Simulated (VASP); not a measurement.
Set up this calculation in VASP 6.6.1, as the native input.

```yaml
Task: relaxation of the atoms
Functional: PBEsol
Potentials_or_basis: VASP PAW PBE potentials, release 64 (Ta_pv, As)
Cutoff: 520 eV
k_mesh: 18 × 18 × 18
Occupations: gaussian, width 0.1 eV
Spin: no spin polarisation
Further_INCAR_settings: ALGO = Normal; EDIFF = 1e-07; IBRION = 2; EDIFFG = -0.002; NSW = 80
```

The structure of TaAs lies in POSCAR:

```
TaAs                                    
1.0
   -1.7048755603      1.7048755603      5.7580614303
    1.7048755603     -1.7048755603      5.7580614303
    1.7048755603      1.7048755603     -5.7580614303
  Ta              As            
     2     2
Direct
     0.5003141784120686    0.0003141784120686    0.5000000000000000
     0.7503141784120686    0.7503141784120686    0.0000000000000000
     0.0822852415879325    0.5822852415879325    0.5000000000000000
     0.3322852415879325    0.3322852415879325    0.0000000000000000
```

The cell is a database's computed one.

The cell isn't the ideal one: a relaxed cell with its volume scaled by 0.98.

The input as run:

INCAR

```
PREC = Accurate ; ENCUT = 520
EDIFF = 1E-7 ; ISMEAR = 0
SIGMA = 0.1 ; LREAL = False
LASPH = True ; NELM = 100
ALGO = Normal ; ISIF = 2
LWAVE = False ; LCHARG = False
GGA = PS ; IBRION = 2
NSW = 80 ; EDIFFG = -0.002
```

KPOINTS

```
regular mesh
0
Gamma
  18 18 18
```

Potentials or basis: VASP PAW PBE potentials, release 64 (Ta_pv, As).

The run is started by

```bash
$ cat potpaw_PBE.64/Ta_pv/POTCAR potpaw_PBE.64/As/POTCAR > POTCAR
$ mpirun -np 1 vasp_std > vasp.out
```

It gave:

```json
{
 "Energy gained by relaxing": "0.0 meV/atom",
 "Ionic steps": "3",
 "Pressure after relaxing": "4.1 GPa",
 "Band gap on the k mesh": "none (metal or under the smearing width)"
}
```

Caveat: the PAW data sets were made with another functional, which shifts forces and pressure a little.

Run time: 32 min on 1 thread of Intel(R) Xeon(R) Platinum 8259CL CPU @ 2.50GHz (Skylake/Cascade Lake), with other jobs on the host, peak memory 0.81 GiB.
